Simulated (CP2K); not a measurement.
# TiO2 (P4_2/mnm) in CP2K: notebook, part 2 of 2

CP2K 2026.2.

## Step 3: Single point, PBE

Input file tio2_scf.inp:

```
&GLOBAL
  PROJECT tio2_scf
  RUN_TYPE ENERGY_FORCE
  PRINT_LEVEL LOW
&END GLOBAL
&FORCE_EVAL
  METHOD QS
  STRESS_TENSOR ANALYTICAL
  &DFT
    BASIS_SET_FILE_NAME BASIS_MOLOPT_UZH
    POTENTIAL_FILE_NAME POTENTIAL_UZH
    &MGRID
      CUTOFF 600
      REL_CUTOFF 60
      NGRIDS 4
    &END MGRID
    &QS
      METHOD GPW
      EPS_DEFAULT 1.0E-10
    &END QS
    &KPOINTS
      SCHEME MONKHORST-PACK 6 6 9
      GAMMA_CENTERED T
      SYMMETRY T
      SYMMETRY_BACKEND SPGLIB
    &END KPOINTS
    &SCF
      SCF_GUESS ATOMIC
      EPS_SCF 1.0E-6
      MAX_SCF 100
      ADDED_MOS 24
      CHOLESKY OFF
      EPS_EIGVAL 1.0E-7
      &DIAGONALIZATION ON
        ALGORITHM STANDARD
      &END DIAGONALIZATION
      &MIXING ON
        METHOD BROYDEN_MIXING
        ALPHA 0.4
        BETA 1.5
        NBUFFER 8
      &END MIXING
      &SMEAR ON
        METHOD GAUSSIAN
        SIGMA [eV] 0.012
      &END SMEAR
    &END SCF
    &XC
      &XC_FUNCTIONAL
        &GGA_X_PBE
        &END GGA_X_PBE
        &GGA_C_PBE
        &END GGA_C_PBE
      &END XC_FUNCTIONAL
    &END XC
    &PRINT
      &KPOINTS ON
      &END KPOINTS
      &MULLIKEN ON
      &END MULLIKEN
      &MO ON
        ENERGIES T
        OCCUPATION_NUMBERS T
        &EACH
          QS_SCF 0
        &END EACH
        ADD_LAST NUMERIC
      &END MO
      &E_DENSITY_CUBE ON
        STRIDE 2
      &END E_DENSITY_CUBE
      &V_HARTREE_CUBE ON
        STRIDE 2
      &END V_HARTREE_CUBE
      &ELF_CUBE ON
        STRIDE 2
      &END ELF_CUBE
    &END PRINT
  &END DFT
  &SUBSYS
    &CELL
      A 4.5998373239 0.0000000000 0.0000000000
      B 0.0000000000 4.5998373239 0.0000000000
      C 0.0000000000 0.0000000000 2.9592135600
      PERIODIC XYZ
    &END CELL
    &COORD
      SCALED
      Ti  0.0000000000 0.0000000000 0.5000000000
      Ti  0.5000000000 0.5000000000 0.0000000000
      O   0.3043213200 0.3043213200 0.5000000000
      O   0.1956786800 0.8043213200 0.0000000000
      O   0.8043213200 0.1956786800 0.0000000000
      O   0.6956786800 0.6956786800 0.5000000000
    &END COORD
    &KIND Ti
      BASIS_SET TZVP-MOLOPT-PBE-GTH-q12
      POTENTIAL GTH-PBE-q12
    &END KIND
    &KIND O
      BASIS_SET TZVP-MOLOPT-PBE-GTH-q6
      POTENTIAL GTH-PBE-q6
    &END KIND
    &PRINT
      &ATOMIC_COORDINATES ON
      &END ATOMIC_COORDINATES
      &CELL ON
      &END CELL
    &END PRINT
  &END SUBSYS
  &PRINT
    &FORCES ON
    &END FORCES
    &STRESS_TENSOR ON
    &END STRESS_TENSOR
  &END PRINT
&END FORCE_EVAL
```

Potentials or basis: POTENTIAL_UZH Ti GTH-PBE-q12, O GTH-PBE-q6; TZVP-MOLOPT-PBE-GTH basis.

On the command line:

```console
$ OMP_NUM_THREADS=1 cp2k.psmp -i tio2_scf.inp -o tio2_scf.out
```

tio2_scf.out:

```text

 CP2K| version string:                                       CP2K version 2026.2
 CP2K| Input file name                                              tio2_scf.inp

 GLOBAL| Force Environment number                                              1
 GLOBAL| Basis set file name                                    BASIS_MOLOPT_UZH
 GLOBAL| Potential file name                                       POTENTIAL_UZH
 GLOBAL| MM Potential file name                                     MM_POTENTIAL
 GLOBAL| Coordinate file name                                      __STD_INPUT__
 GLOBAL| Method name                                                        CP2K
 GLOBAL| Project name                                                   tio2_scf
 GLOBAL| Run type                                                   ENERGY_FORCE
 GLOBAL| FFT library                                                       FFTW3
[... 8 lines left out ...]
 GLOBAL| CPU model name                                                  UNKNOWN

 CELL| Volume [angstrom^3]:                                            62.612530
 CELL| Vector a [angstrom]:       4.600     0.000     0.000   |a| =     4.599837
[... 971 lines left out ...]

 ENERGY| Total FORCE_EVAL ( QS ) energy [hartree]           -180.647795032062589

 FORCES| Atomic forces [hartree/bohr]
 FORCES|   Atom     x               y               z               |f|
 FORCES|      1 -4.57630434E-10  1.46670442E-09  2.26318319E-12   1.53644154E-09
 FORCES|      2 -4.86985247E-11  7.01709367E-10  2.47361389E-10   7.45624059E-10
 FORCES|      3  7.15000120E-04  7.14999556E-04 -4.22634765E-11   1.01116247E-03
 FORCES|      4 -8.54461280E-04  8.54461138E-04  5.52352016E-10   1.20839063E-03
 FORCES|      5  8.54461923E-04 -8.54462064E-04  5.52419034E-10   1.20839174E-03
 FORCES|      6 -7.14999602E-04 -7.15000166E-04 -4.05403051E-11   1.01116253E-03
 FORCES| Sum     6.54388314E-10  6.32115033E-10  1.27159184E-09
 FORCES| Total atomic force                                       1.56356621E-09

 STRESS| Analytical stress tensor [bar]
 STRESS|                        x                   y                   z
 STRESS|      x        5.30686302152E+04   3.43764486654E+00   1.17265476713E-04
 STRESS|      y        3.43764486654E+00   5.30686302151E+04   1.17369959439E-04
 STRESS|      z        1.17265476713E-04   1.17369959439E-04   5.03903078502E+04
 STRESS| 1/3 Trace                                             5.21758560935E+04
 STRESS| Determinant                                           1.41913191052E+14

 STRESS| Eigenvectors and eigenvalues of the analytical stress tensor [bar]
 STRESS|                        1                   2                   3
 STRESS| Eigenvalues   5.03903078502E+04   5.30651925703E+04   5.30720678600E+04
 STRESS|      x          -0.000000043727     -0.707106777116      0.707106785257
 STRESS|      y          -0.000000043766      0.707106785257      0.707106777116
 STRESS|      z           1.000000000000      0.000000000028      0.000000061867
```

Run time: 87 s. Hardware: 1 thread of Arm Neoverse V2, shared host; peak memory 0.58 GiB.

Results:

```yaml
Free_energy: -4915.6765 eV
Pressure: 5.2 GPa
Largest_force: 0.062 eV/Å
Band_gap_on_the_k_mesh: 1.80 eV, direct
Mulliken_charges: Ti +1.38; O -0.69 e
```

Forces in eV/Å, atoms in the order of the input:
```
Ti   0.000  0.000  0.000
Ti   0.000  0.000  0.000
O    0.037  0.037  0.000
O   -0.044  0.044  0.000
O    0.044 -0.044  0.000
O   -0.037 -0.037  0.000
```

Stress tensor (GPa, compression positive):
```
5.31 0.00 0.00
0.00 5.31 0.00
0.00 0.00 5.04
```

Caveat: Mulliken charges move with the basis; an odd mesh through Γ misses points on the zone boundary, where band edges often lie; the basis of atomic orbitals isn't converged, which shifts pressures, moduli and gaps.

## Step 4: Single point, PBE

Changes to tio2_scf.inp since step 3:

```diff
@@ -44,3 +44,3 @@
         METHOD GAUSSIAN
-        SIGMA [eV] 0.012
+        SIGMA [eV] 0.014
       &END SMEAR
@@ -68,11 +68,7 @@
       &END MO
-      &E_DENSITY_CUBE ON
-        STRIDE 2
-      &END E_DENSITY_CUBE
-      &V_HARTREE_CUBE ON
-        STRIDE 2
-      &END V_HARTREE_CUBE
-      &ELF_CUBE ON
-        STRIDE 2
-      &END ELF_CUBE
+      &LOWDIN ON
+      &END LOWDIN
+      &HIRSHFELD ON
+        SHAPE_FUNCTION DENSITY
+      &END HIRSHFELD
     &END PRINT
```

On the command line:

```console
$ OMP_NUM_THREADS=1 cp2k.psmp -i tio2_scf.inp -o tio2_scf.out
```

Run time: 81 s. Hardware: 1 thread of Arm Neoverse V2, shared host; peak memory 0.59 GiB.

Results (log left out):

```yaml
Free_energy: -4915.6765 eV
Pressure: 5.2 GPa
Largest_force: 0.062 eV/Å
Band_gap_on_the_k_mesh: 1.80 eV, direct
Mulliken_charges: Ti +1.38; O -0.69 e
Hirshfeld_charges: Ti +0.56; O -0.28 e
```

Forces on the atoms (eV/Å):
```
Ti   0.000  0.000  0.000
Ti   0.000  0.000  0.000
O    0.037  0.037  0.000
O   -0.044  0.044  0.000
O    0.044 -0.044  0.000
O   -0.037 -0.037  0.000
```

Stress tensor (GPa, compression positive):
```
5.31 0.00 0.00
0.00 5.31 0.00
0.00 0.00 5.04
```

Levels at points of the mesh, in eV from the valence-band top:
| k point | band 21 | band 22 | band 23 | band 24 | band 25 | band 26 | band 27 | band 28 |
| --- | --- | --- | --- | --- | --- | --- | --- | --- |
| (0.00, 0.00, 0.00) | -0.75 | -0.49 | -0.49 | 0.00 | 1.80 | 2.08 | 2.34 | 2.42 |
| (0.00, 0.50, 0.00) | -1.69 | -1.69 | -0.75 | -0.75 | 2.46 | 2.46 | 2.95 | 2.95 |
| (0.50, 0.50, 0.00) | -1.35 | -1.35 | -1.12 | -1.12 | 1.83 | 1.83 | 2.44 | 2.44 |

Caveat: Mulliken charges move with the basis; an odd mesh through Γ misses points on the zone boundary, where band edges often lie; the basis of atomic orbitals isn't converged, which shifts pressures, moduli and gaps.

## Step 5: Relaxation of cell and atoms, revPBE

Input file tio2_vcrelax.inp:

```
&GLOBAL
  PROJECT tio2_vcrelax
  RUN_TYPE CELL_OPT
  PRINT_LEVEL LOW
&END GLOBAL
&FORCE_EVAL
  METHOD QS
  STRESS_TENSOR ANALYTICAL
  &DFT
    BASIS_SET_FILE_NAME BASIS_MOLOPT_UZH
    POTENTIAL_FILE_NAME POTENTIAL_UZH
    &MGRID
      CUTOFF 600
      REL_CUTOFF 60
      NGRIDS 4
    &END MGRID
    &QS
      METHOD GPW
      EPS_DEFAULT 1.0E-10
      EXTRAPOLATION USE_PREV_P
    &END QS
    &KPOINTS
      SCHEME MONKHORST-PACK 6 6 9
      GAMMA_CENTERED T
    &END KPOINTS
    &SCF
      SCF_GUESS ATOMIC
      EPS_SCF 1.0E-6
      MAX_SCF 100
      ADDED_MOS 24
      CHOLESKY OFF
      EPS_EIGVAL 1.0E-7
      &DIAGONALIZATION ON
        ALGORITHM STANDARD
      &END DIAGONALIZATION
      &MIXING ON
        METHOD BROYDEN_MIXING
        ALPHA 0.4
        BETA 1.5
        NBUFFER 8
      &END MIXING
      &SMEAR ON
        METHOD FERMI_DIRAC
        ELECTRONIC_TEMPERATURE [K] 580.226
      &END SMEAR
    &END SCF
    &XC
      &XC_FUNCTIONAL
        &GGA_X_PBE_R
        &END GGA_X_PBE_R
        &GGA_C_PBE
        &END GGA_C_PBE
      &END XC_FUNCTIONAL
    &END XC
    &PRINT
      &KPOINTS ON
      &END KPOINTS
      &MULLIKEN ON
        &EACH
          CELL_OPT 0
        &END EACH
        ADD_LAST NUMERIC
      &END MULLIKEN
      &MO ON
        ENERGIES T
        OCCUPATION_NUMBERS T
        &EACH
          QS_SCF 0
          CELL_OPT 0
        &END EACH
        ADD_LAST NUMERIC
      &END MO
      &LOWDIN ON
        &EACH
          CELL_OPT 0
        &END EACH
        ADD_LAST NUMERIC
      &END LOWDIN
      &HIRSHFELD ON
        SHAPE_FUNCTION DENSITY
        &EACH
          CELL_OPT 0
        &END EACH
        ADD_LAST NUMERIC
      &END HIRSHFELD
    &END PRINT
  &END DFT
  &SUBSYS
    &CELL
      ABC 4.5998373239 4.5998373239 2.9592135600
      ALPHA_BETA_GAMMA 90.0000000000 90.0000000000 90.0000000000
      PERIODIC XYZ
    &END CELL
    &COORD
      SCALED
      Ti  0.0000000000 0.0000000000 0.5000000000
      Ti  0.5000000000 0.5000000000 0.0000000000
      O   0.3043213200 0.3043213200 0.5000000000
      O   0.1956786800 0.8043213200 0.0000000000
      O   0.8043213200 0.1956786800 0.0000000000
      O   0.6956786800 0.6956786800 0.5000000000
    &END COORD
    &KIND Ti
      BASIS_SET TZVP-MOLOPT-PBE-GTH-q12
      POTENTIAL GTH-PBE-q12
    &END KIND
    &KIND O
      BASIS_SET TZVP-MOLOPT-PBE-GTH-q6
      POTENTIAL GTH-PBE-q6
    &END KIND
    &PRINT
      &ATOMIC_COORDINATES ON
      &END ATOMIC_COORDINATES
      &CELL ON
      &END CELL
    &END PRINT
  &END SUBSYS
  &PRINT
    &FORCES ON
    &END FORCES
    &STRESS_TENSOR ON
    &END STRESS_TENSOR
  &END PRINT
&END FORCE_EVAL
&MOTION
  &CELL_OPT
    OPTIMIZER BFGS
    MAX_ITER 40
    MAX_FORCE [eV*angstrom^-1] 0.02
    RMS_FORCE [eV*angstrom^-1] 0.02
    MAX_DR 1.0E-2
    RMS_DR 1.0E-2
    EXTERNAL_PRESSURE [bar] 0.0
    PRESSURE_TOLERANCE [bar] 200
    KEEP_SPACE_GROUP T
  &END CELL_OPT
  &PRINT
    &TRAJECTORY ON
    &END TRAJECTORY
    &CELL ON
    &END CELL
    &FORCES ON
    &END FORCES
    &STRESS ON
    &END STRESS
    &RESTART OFF
    &END RESTART
    &RESTART_HISTORY OFF
    &END RESTART_HISTORY
  &END PRINT
&END MOTION
```

Potentials or basis: POTENTIAL_UZH Ti GTH-PBE-q12, O GTH-PBE-q6; TZVP-MOLOPT-PBE-GTH basis.

On the command line:

```console
$ OMP_NUM_THREADS=1 cp2k.psmp -i tio2_vcrelax.inp -o tio2_vcrelax.out
```

tio2_vcrelax.out:

```text

 CP2K| version string:                                       CP2K version 2026.2
 CP2K| Input file name                                          tio2_vcrelax.inp

 GLOBAL| Force Environment number                                              1
 GLOBAL| Basis set file name                                    BASIS_MOLOPT_UZH
 GLOBAL| Potential file name                                       POTENTIAL_UZH
 GLOBAL| MM Potential file name                                     MM_POTENTIAL
 GLOBAL| Coordinate file name                                      __STD_INPUT__
 GLOBAL| Method name                                                        CP2K
 GLOBAL| Project name                                               tio2_vcrelax
 GLOBAL| Run type                                                       CELL_OPT
 GLOBAL| FFT library                                                       FFTW3
 GLOBAL| Diagonalization library                                       ScaLAPACK
[... 7 lines left out ...]
 GLOBAL| CPU model name                                                  UNKNOWN

[... 2484 lines left out ...]

 !-----------------------------------------------------------------------------!
                           Hirshfeld Charges

  #Atom  Element  Kind  Ref Charge     Population                    Net charge
      1       Ti     1      12.000         11.420                         0.580
      2       Ti     1      12.000         11.420                         0.580
      3       O      2       6.000          6.290                        -0.290
      4       O      2       6.000          6.290                        -0.290
      5       O      2       6.000          6.290                        -0.290
      6       O      2       6.000          6.290                        -0.290

  Total Charge                                                           -0.000
 !-----------------------------------------------------------------------------!

 LOWDIN POPULATION ANALYSIS

 #  Atom  Element  Kind  Atomic population                           Net charge
       1     Ti       1         13.122453                             -1.122453
       2     Ti       1         13.122456                             -1.122456
       3     O        2          5.438773                              0.561227
       4     O        2          5.438772                              0.561228
       5     O        2          5.438772                              0.561228
       6     O        2          5.438773                              0.561227
 # Total charge                             48.000000                 -0.000000

 ENERGY| Total FORCE_EVAL ( QS ) energy [hartree]           -180.730995404287796
```

Wall time 20 min (1 thread of Arm Neoverse V2, shared host); peak memory 0.75 GiB.

What came out:

- Free energy: -4917.9405 eV
- Relaxed volume: 10.86 Å³/atom
- Relaxed cell: a = 4.676 Å, b = 4.676 Å, c = 2.979 Å, α = 90.00°, β = 90.00°, γ = 90.00°
- Space group after relaxing (to 0.05 Å): P4_2/mnm (No. 136)
- Energy gained by relaxing: 10.7 meV/atom
- Ionic steps: 12
- Pressure after relaxing: 0.0 GPa
- Largest force after relaxing: 0.004 eV/Å
- Band gap on the k mesh: 1.80 eV, direct
- Mulliken charges: Ti +1.48; O -0.74 e
- Hirshfeld charges: Ti +0.58; O -0.29 e

Forces on the atoms (eV/Å):
```
Ti   0.000  0.000  0.000
Ti   0.000  0.000  0.000
O    0.003  0.003  0.000
O    0.002 -0.002  0.000
O   -0.002  0.002  0.000
O   -0.003 -0.003  0.000
```

Step by step:
```
step  energy change (eV)  largest force (eV/Å)  volume (Å³)
   1              0.0000                0.0749        62.61
   2             -0.0203                0.0906        63.05
   3             -0.0523                0.0942        64.54
   4             -0.0541                0.0690        64.70
   5             -0.0592                0.0418        65.07
   6             -0.0618                0.0996        65.17
   7             -0.0633                0.1105        65.14
   8             -0.0639                0.0783        65.10
   9             -0.0643                0.0254        65.09
  10             -0.0643                0.0049        65.11
  11             -0.0643                0.0036        65.13
  12             -0.0643                0.0036        65.13
```

Final structure:
```
Ti O
1.0
     4.67565    0.00000    0.00000
     0.00000    4.67565    0.00000
     0.00000    0.00000    2.97925
Ti O
2 4
Direct
  0.00000 0.00000 0.50000
  0.50000 0.50000 0.00000
  0.30583 0.30583 0.50000
  0.19417 0.80583 0.00000
  0.80583 0.19417 0.00000
  0.69417 0.69417 0.50000
```

Levels at points of the mesh, in eV from the valence-band top:
| k point | band 22 | band 23 | band 24 | band 25 | band 26 | band 27 |
| --- | --- | --- | --- | --- | --- | --- |
| (0.00, 0.00, 0.00) | -0.44 | -0.44 | 0.00 | 1.80 | 2.09 | 2.35 |
| (0.00, 0.50, 0.00) | -1.53 | -0.69 | -0.69 | 2.43 | 2.43 | 2.84 |
| (0.50, 0.00, 0.00) | -1.53 | -0.69 | -0.69 | 2.43 | 2.43 | 2.84 |
| (0.50, 0.50, 0.00) | -1.24 | -1.03 | -1.03 | 1.83 | 1.83 | 2.41 |

Caveat: Mulliken charges move with the basis; the potentials were made for another functional, which shifts forces and pressure; an odd mesh through Γ misses points on the zone boundary, where band edges often lie; the basis of atomic orbitals isn't converged, which shifts pressures, moduli and gaps.

## Step 6: Overview

| task | level | potentials or basis | cell | smearing | NGRIDS | EXTRAPOLATION | optimiser | most steps | KEEP_SPACE_GROUP | gap on the mesh (eV) | pressure (GPa) | relaxed volume (Å³/atom) | largest force (eV/Å) |
| --- | --- | --- | --- | --- | --- | --- | --- | --- | --- | --- | --- | --- | --- |
| relaxation of cell and atoms | BLYP | GTH_POTENTIALS Ti GTH-BLYP-q12, O GTH-BLYP-q6; TZVP-MOLOPT-PBE-GTH basis | relaxed | fermi-dirac 0.05 eV | 5 | USE_PREV_P | BFGS | 40 | yes | 1.69 | 0.0 | 10.90 | 0.23 |
| single point | PBE | POTENTIAL_UZH Ti GTH-PBE-q12, O GTH-PBE-q6; TZVP-MOLOPT-PBE-GTH basis | as given | gaussian 0.012 eV | 4 | - | - | - | - | 1.80 | 5.2 | - | 0.06 |
| single point | PBE | POTENTIAL_UZH Ti GTH-PBE-q12, O GTH-PBE-q6; TZVP-MOLOPT-PBE-GTH basis | as given | gaussian 0.014 eV | 4 | - | - | - | - | 1.80 | 5.2 | - | 0.06 |
| relaxation of cell and atoms | revPBE | POTENTIAL_UZH Ti GTH-PBE-q12, O GTH-PBE-q6; TZVP-MOLOPT-PBE-GTH basis | relaxed | fermi-dirac 0.05 eV | 4 | USE_PREV_P | BFGS | 40 | yes | 1.80 | 0.0 | 10.86 | - |

Alike in all rows: no spin polarisation; k mesh 6 × 6 × 9.

Caveats: an odd mesh through Γ misses points on the zone boundary, where band edges often lie; the basis of atomic orbitals isn't converged, which shifts pressures, moduli and gaps; the potentials were made for another functional, which shifts forces and pressure (some runs).

Total energies depend on the potentials used, so only differences within one code and one set of settings carry meaning.

## Step 7: Comparison with measurements

Step 3. The gap isn't set beside the measured one, since this odd mesh misses points on the zone boundary.

Step 4. The gap isn't set beside the measured one, since this odd mesh misses points on the zone boundary.
